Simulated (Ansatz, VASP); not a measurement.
## Si: VASP beside Ansatz

```
Si
1.0
     0.00000    2.82306    2.35330
     2.82306    0.00000    2.35330
     2.82306    2.82306    0.00000
Si
2
Direct
  0.50000 0.50000 0.50000
  0.75000 0.75000 0.75000
```

Alike in both runs: task single point; functional LDA; k mesh 12 × 12 × 12; occupations gaussian, width 0.05 eV; no spin polarisation.

|  | VASP | Ansatz |
| --- | --- | --- |
| version | VASP 6.6.1 | Ansatz 0.2.0 |
| potentials or method | VASP PAW LDA potentials, release 64 (Si) | scalar-relativistic, plane waves, PAW |
| plane-wave cutoff (eV) | 520 | 420 |
| valence electrons in the cell | 8 | 8 |

```csv
,VASP,Ansatz,Ansatz less VASP
gap on the k mesh at the Fermi level (eV),none,none,-
pressure (GPa),3.5,3.5,-0.06
largest component of the traceless stress (GPa),6.61,6.62,+0.011
```

A gap of «none» marks a metal or a gap that the smearing closes. Ansatz warned: «pseudo_functional_mismatch».
